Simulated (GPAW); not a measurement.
# TePt (R-3m) in GPAW: equation of state

How stiff is TePt in PBEsol, and what volume does it want? The cell is scaled to several volumes.

All numbers are computed with GPAW 26.7.0; they aren't measurements. Logs are shortened: lines on timing, memory, paths and dates and some standing lists are left out, and cuts for length are marked. The log counts tension as positive stress, the text compression.

### Step 1. Starting point

Symmetry: R-3m, No. 166, trigonal system. Conventional cell: a = 3.963 Å, b = 3.963 Å, c = 19.983 Å, α = 90.00°, β = 90.00°, γ = 120.00°. Pt (site symmetry 3m) is surrounded by 3 Te at 2.59 Å and 3 Pt at 2.72 Å. Te (site symmetry 3m) has 3 Pt at 2.59 Å as nearest neighbours.

### Step 2. Equation of state, PBEsol

Input file run.py:

```python
from ase import Atoms
from ase.eos import EquationOfState
from ase.io import Trajectory
from ase.units import GPa
from ase.parallel import parprint
from gpaw import GPAW, PW, setup_paths

setup_paths.insert(0, '.')

atoms = Atoms(['Pt', 'Pt', 'Te', 'Te'],
              cell=[[1.9815661262, 1.1440577364, 6.6610334788],
                    [-1.9815661262, 1.1440577364, 6.6610334788],
                    [0.0, -2.2881154728, 6.6610334788]],
              scaled_positions=[[0.1296666667, 0.1296666667, 0.1296666667],
                                [0.8703333333, 0.8703333333, 0.8703333333],
                                [0.402, 0.402, 0.402],
                                [0.598, 0.598, 0.598]],
              pbc=True)

traj = Trajectory('eos.traj', 'w')
volumes, energies = [], []
for x in [0.94, 0.96, 0.98, 1.0, 1.02, 1.04, 1.06]:
    a = atoms.copy()
    a.set_cell(atoms.cell * x**(1 / 3), scale_atoms=True)
    calc = GPAW(mode=PW(600),
                xc='PBEsol',
                kpts={'size': (8, 8, 8), 'gamma': True},
                occupations={'name': 'fermi-dirac', 'width': 0.05},
                nbands=39,
                convergence={'density': 1e-05, 'energy': 1e-05},
                maxiter=150,
                txt=f'eos-{x:.2f}.txt')
    a.calc = calc
    energies.append(a.get_potential_energy(force_consistent=True))
    volumes.append(a.get_volume())
    p = -a.get_stress()[:3].mean() / GPa
    calc.write(f'eos-{x:.2f}.gpw')
    traj.write(a)
    parprint(f'{x:.2f} {volumes[-1]:10.4f} A^3 {energies[-1]:14.6f} eV {p:9.3f} GPa', flush=True)

v0, e0, B = EquationOfState(volumes, energies, eos='birchmurnaghan').fit()
parprint(f'V0 = {v0:.4f} A^3, E0 = {e0:.6f} eV, B0 = {B / GPa:.2f} GPa')
```

Potentials or basis: PAW data sets generated in the run's folder for this functional, pw.

On the command line:

```sh
$ gpaw-setup -f PBEsol Pt Te
$ OMP_NUM_THREADS=1 mpirun -n 4 gpaw python run.py
```

Standard output:

```text
__  _  _
 | _ |_)|_||  |
 |__||  | ||/\| - 26.7.0

Input parameters:
  mode=PW(ecut=600.0),
  convergence={'density': 1e-05, 'energy': 1e-05},
  kpts=MonkhorstPack(size=(8, 8, 8), gamma=True),
  maxiter=150,
  nbands=39,
  occupations=Occupations(name='fermi-dirac', width=0.05),
  xc=XC(name='PBEsol')

Diagonalizing LCAO Hamiltonian
Converting LCAO to pw mode

       Pt

       Te

       Te

       Pt

Atoms  # Å, Bohr magnetons
|   | symbol |         x |         y |         z |    initial magnetic moments |
|---|--------|-----------|-----------|-----------|-----------------------------|
| 0 |     Pt | -0.000000 | -0.000000 |  2.538247 | ( 0.0000,  0.0000,  0.0000) |
| 1 |     Pt | -0.000000 |  0.000000 | 17.036921 | ( 0.0000,  0.0000,  0.0000) |
| 2 |     Te | -0.000000 | -0.000000 |  7.869217 | ( 0.0000,  0.0000,  0.0000) |
| 3 |     Te | -0.000000 |  0.000000 | 11.705950 | ( 0.0000,  0.0000,  0.0000) |

Unit cell  # Å
| periodic |         x |         y |        z |  lengths |    angles |
|----------|-----------|-----------|----------|----------|-----------|
|      yes |  1.941115 |  1.120703 | 6.525056 | 6.899294 | 32.681558 |
|      yes | -1.941115 |  1.120703 | 6.525056 | 6.899294 | 32.681558 |
|      yes |  0.000000 | -2.241406 | 6.525056 | 6.899294 | 32.681558 |

Number of symmetries: 12
Symmetry operations  # r_c * U_cc + t_c -> r_c
|    | kind |            matrix            |
|----|------|------------------------------|
|  0 |  E   |  1, 0, 0,  0, 1, 0,  0, 0, 1 |
|  1 |  σ   |  1, 0, 0,  0, 0, 1,  0, 1, 0 |
|  2 |  σ   |  0, 1, 0,  1, 0, 0,  0, 0, 1 |
|  3 |  C3  |  0, 1, 0,  0, 0, 1,  1, 0, 0 |
|  4 |  C3  |  0, 0, 1,  1, 0, 0,  0, 1, 0 |
|  5 |  σ   |  0, 0, 1,  0, 1, 0,  1, 0, 0 |
|  6 |  C2  |  0, 0,-1,  0,-1, 0, -1, 0, 0 |
|  7 |  S6  |  0, 0,-1, -1, 0, 0,  0,-1, 0 |
|  8 |  S6  |  0,-1, 0,  0, 0,-1, -1, 0, 0 |
|  9 |  C2  |  0,-1, 0, -1, 0, 0,  0, 0,-1 |
| 10 |  C2  | -1, 0, 0,  0, 0,-1,  0,-1, 0 |
| 11 |  i   | -1, 0, 0,  0,-1, 0,  0, 0,-1 |

BZ-sampling:
  Number of BZ points: 512
  Number of IBZ points: 65

  Monkhorst-Pack size: [8, 8, 8]
  Monkhorst-Pack shift: [0.0625, 0.0625, 0.0625]

K-points  # in reciprocal-cell coordinates
|     |                                coordinates |     weight |
|-----|--------------------------------------------|------------|
|   0 | (  0.00000000,   0.00000000,   0.00000000) | 0.00195312 |
|   1 | (  0.12500000,   0.00000000,  -0.12500000) | 0.01171875 |
|   2 | (  0.12500000,   0.00000000,   0.00000000) | 0.01171875 |
|   3 | (  0.12500000,   0.12500000,  -0.12500000) | 0.01171875 |
|   4 | (  0.12500000,   0.12500000,   0.00000000) | 0.01171875 |
|   5 | (  0.12500000,   0.12500000,   0.12500000) | 0.00390625 |
|   6 | (  0.25000000,  -0.12500000,  -0.12500000) | 0.01171875 |
|   7 | (  0.25000000,   0.00000000,  -0.25000000) | 0.01171875 |
|   8 | (  0.25000000,   0.00000000,  -0.12500000) | 0.02343750 |
|   9 | (  0.25000000,   0.00000000,   0.00000000) | 0.01171875 |
| ... |                                            |            |
|  64 | (  0.50000000,   0.50000000,   0.50000000) | 0.00195312 |

Plane wave coefficients: 2876
Cutoff: 600.0 eV

Spin-components: 1 (collinear spins)
Bands:           39
Projectors:      22
Spin-degeneracy: 2
Datatype:        complex128

Parallelization:
  kpt:    4
  domain: 1
  band:   1

Density:
  Valence electrons: 44.0
  Components: 1
  Grid points: [40 40 40]
  Charge: 0.0  # |e|

Potential:
  Grid points: [40 40 40]

species:
  Pt:
    name:    Platinum
    Z:       78.0
    valence: 16
    core:    62
    charge:  0.0  # [|e|]
    compensation charges:
      type: gauss
      rc: 0.41  # [Å]
      lmax: 2
    cutoffs:
      filter: 2.26  # [Å]
      core: 2.26  # [Å]
    projectors
    | kind |    occ | energy [eV] | rcut [Å] |
    |------|--------|-------------|----------|
    |   6s |  1.000 |      -5.666 |    1.307 |
    |   5p |  6.000 |     -56.073 |    1.371 |
    |   6p |  0.000 |      -0.783 |    1.371 |
    |   5d |  9.000 |      -6.179 |    1.307 |
    |    s |        |      21.545 |    1.307 |
    |    d |        |      21.032 |    1.307 |

    Using partial waves for Pt as LCAO basis

  Te:
    name:    Tellurium
    Z:       52.0
    valence: 6
    core:    46
    charge:  0.0  # [|e|]
    compensation charges:
      type: gauss
      rc: 0.36  # [Å]
      lmax: 2
    cutoffs:
      filter: 2.09  # [Å]
      core: 3.17  # [Å]
    projectors
    | kind |    occ | energy [eV] | rcut [Å] |
    |------|--------|-------------|----------|
    |   5s |  2.000 |     -15.132 |    1.180 |
    |   5p |  4.000 |      -5.970 |    1.196 |
    |    s |        |      12.080 |    1.180 |
    |    p |        |      21.241 |    1.196 |
    |    d |        |       0.000 |    1.238 |

    Using partial waves for Te as LCAO basis

Reference energy: -1369894.999159  # eV

eigensolver:
  PPCG
  Converge bands: occupied
  niter=2

density mixing:
  MSR1-Mixer
  Pratt-step length: 0.05
  Maximum mixing coefficient: 0.75
  Old densities: 10
  SVD Regularization: 0.005
  Good broyden scale: 1.0
  Trust region scale: 1.0
  Backstep threshold: 4.0
  History deletion threshold: 6.0
  Fourier metric: weight=20.0, sigma=0.015

occupation numbers:
  Fermi-Dirac:
    width: 0.0500  # eV

poisson solver:
  ecut: 4800.0  # eV

xc functional:
  name: PBEsol with 2 nearest neighbor stencil

convergence criteria:
[... 6 lines left out ...]
|iter     | |      energy | eigst |  dens |
|---------|-|-------------|-------|-------|
|iter:   1| |  -23.672834 | +0.55 |       |
|iter:   2| |  -23.784894 | -1.34 | -1.22 |
|iter:   3| |  -24.018130 | -1.22 | -1.22 |
|iter:   4| |  -23.092187 | -1.80 | -1.26 |
|iter:   5| |  -23.085947 | -3.09 | -2.21 |
|iter:   6| |  -23.082880 | -3.89 | -2.45 |
|iter:   7| |  -23.082644 | -4.42 | -2.80 |
|iter:   8| |  -23.082694c| -5.58 | -3.56 |
|iter:   9| |  -23.082699c| -6.62 | -4.18 |
|iter:  10| |  -23.082699c| -7.76c| -4.69 |
|iter:  11| |  -23.082699c| -8.33c| -5.27c|

Converged in 11 steps
Energy contributions relative to reference atoms: (reference = -1369894.999159)

Energy contributions:
  Kinetic:          17.590233
  Coulomb:         -16.998800
  Zero:             -1.118332
  External:          0.000000
  Xc:              -22.548099
  Entropy:          -0.015401
  Spinorbit:         0.000000
  ----------------------------
  Free energy:     -23.090399
  Extrapolated:    -23.082699

dipole moment: (-0.000000, 0.000000, -0.000551)  # |e|*Ang

Fermi level: 9.367
Eigenvalues  # (at kpt = [0.000, 0.000, 0.000])
| band index |      eig [eV] | occ [0-2] |
|------------|---------------|-----------|
|          0 |       -43.747 |     2.000 |
|        ... |               |           |
|         11 |         4.085 |     2.000 |
|         12 |         4.085 |     2.000 |
|         13 |         4.593 |     2.000 |
|         14 |         6.060 |     2.000 |
|         15 |         6.061 |     2.000 |
|         16 |         7.158 |     2.000 |
[... 8 lines left out ...]
|         25 |        13.996 |     0.000 |
|         26 |        15.468 |     0.000 |
|        ... |               |           |
|         38 |        21.517 |     0.000 |

No gap
No difference between direct/indirect transitions

Stress tensor  # eV/Ang^3
|         x |         y |         z |
|-----------|-----------|-----------|
| -0.055312 |  0.000000 |  0.000000 |
|  0.000000 | -0.055312 |  0.000000 |
|  0.000000 |  0.000000 | -0.038106 |

# Writing to eos-0.94.gpw (mode='')
```

eos-0.96.txt:

```text
SCF iterations
|iter     | |      energy | eigst |  dens |
|---------|-|-------------|-------|-------|
|iter:   1| |  -23.754085 | +0.54 |       |
|iter:   2| |  -23.849676 | -1.35 | -1.21 |
|iter:   3| |  -24.020390 | -1.23 | -1.22 |
|iter:   4| |  -23.164404 | -1.83 | -1.27 |
|iter:   5| |  -23.161309 | -2.96 | -2.18 |
[... 44 lines left out ...]
|         25 |        13.646 |     0.000 |
|         26 |        15.127 |     0.000 |
|        ... |               |           |
|         38 |        21.092 |     0.000 |

No gap
No difference between direct/indirect transitions

Stress tensor  # eV/Ang^3
|         x |         y |         z |
|-----------|-----------|-----------|
| -0.031937 | -0.000000 |  0.000000 |
| -0.000000 | -0.031937 | -0.000000 |
|  0.000000 | -0.000000 | -0.020869 |

# Writing to eos-0.96.gpw (mode='')
```

Run time: 5 min. Hardware: 4 MPI ranks of Intel Xeon 6975P-C (Granite Rapids), shared host; peak memory 0.65 GiB.

What came out:

- Equilibrium volume: 22.45 Å³/atom
- Bulk modulus at fixed shape and positions: 132 GPa
- Pressure derivative of the bulk modulus: 5.1

Energy against volume, from the lowest point:
```
volume (Å³/atom)  energy (meV/atom)
          21.292              26.57
          21.745               8.97
          22.198               0.46
          22.651               0.00
          23.104               6.67
          23.557              19.60
          24.010              38.08
```

Caveat: the cell was scaled at fixed shape and fractional positions, which overstates the stiffness of a crystal with free parameters, most of all of layers and chains; the program warned that so skewed a cell can give wrong results. The run has no spin-orbit coupling, so splittings on Pt, Te are missing.
